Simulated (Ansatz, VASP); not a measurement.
**Two plane-wave programs on HOs**

```xyz
4
Lattice="2.9570 0.0000 0.0000 -1.4785 2.5609 0.0000 0.0000 0.0000 4.6920" Properties=species:S:1:pos:R:3 pbc="T T T"
H     0.0000    1.7072   -0.0114
H     1.4785    0.8536    2.3346
Os    0.0000    1.7072    1.8043
Os    1.4785    0.8536    4.1503
```

Alike in both runs: functional PBE; k mesh 6 × 6 × 4; occupations gaussian, width 0.1 eV; no spin polarisation.

Ansatz relaxed the structure, and its values are those at the end. VASP's run is a single point on that final structure, the one shown.

|  | VASP | Ansatz |
| --- | --- | --- |
| version | VASP 6.6.1 | Ansatz 0.2.0 |
| potentials or method | VASP PAW PBE potentials, release 64 (H, Os) | scalar-relativistic, plane waves, PAW |
| plane-wave cutoff (eV) | 520 | 420 |
| valence electrons in the cell | 18 | 34 |

```tsv
	VASP	Ansatz	Ansatz less VASP
gap on the k mesh at the Fermi level (eV)	none	none	-
pressure (GPa)	1.1	0.0	-1.13
```

A gap of «none» marks a metal or a gap that the smearing closes. The functional is the same, so the differences come from potentials, cutoffs and numerics. The two sets of potentials don't hold the same shells in valence.

Caveats: the k mesh is coarse (spacing up to 0.41 Å⁻¹), so the values aren't converged. The runs have no spin-orbit coupling, so splittings on Os are missing.
